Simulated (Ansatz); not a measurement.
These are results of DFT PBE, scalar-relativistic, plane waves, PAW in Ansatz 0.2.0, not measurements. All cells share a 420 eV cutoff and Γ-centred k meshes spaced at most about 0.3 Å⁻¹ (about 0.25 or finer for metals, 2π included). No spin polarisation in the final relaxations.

These are static total energies at zero pressure. All come from trial cells, and lower structures may exist.

Question: Order these relaxed structures of Cu5Ni by energy, lowest first, with the energy over the lowest of them.
A.

Space group P-3m1 (No. 164). a = 2.550 Å, b = 2.550 Å, c = 12.496 Å, α = 90.00°, β = 90.00°, γ = 120.00°
| atom | site | symmetry | x | y | z |
| --- | --- | --- | --- | --- | --- |
| Cu | 2d | 3m. | 0.3333 | 0.6667 | 0.8362 |
| Cu | 2d | 3m. | 0.6667 | 0.3333 | 0.6681 |
| Cu | 1b | -3m. | 0.0000 | 0.0000 | 0.5000 |
| Ni | 1a | -3m. | 0.0000 | 0.0000 | 0.0000 |

B.

Space group P-62m (No. 189). a = 4.409 Å, b = 4.409 Å, c = 4.187 Å, α = 90.00°, β = 90.00°, γ = 120.00°
```tsv
atom	site	symmetry	x	y	z
Cu	3f	m2m	0.3296	0.3296	0.0000
Cu	2d	-6..	0.6667	0.3333	0.5000
Ni	1b	-62m	0.0000	0.0000	0.5000
```

Answer: A (0 meV/atom), B (12 meV/atom). Forms: A Cu and Ni ordered on fcc sites, P-3m1; B Cu and Ni ordered on hcp sites, P-62m. Counting all near atoms (those within 1.25 times the shortest distance at each site): A has Cu 12, Ni 12; B has Cu 12, Ni 12.

The k mesh leaves some 4 meV/atom of noise in the energy of each metallic cell. Trial moments died out on the coarse mesh in P-3m1 and P-62m; another magnetic start might hold. Cells relaxed within their symmetry can be saddle points. Some types were kept out of the candidates beforehand, so the set may lack a known form.
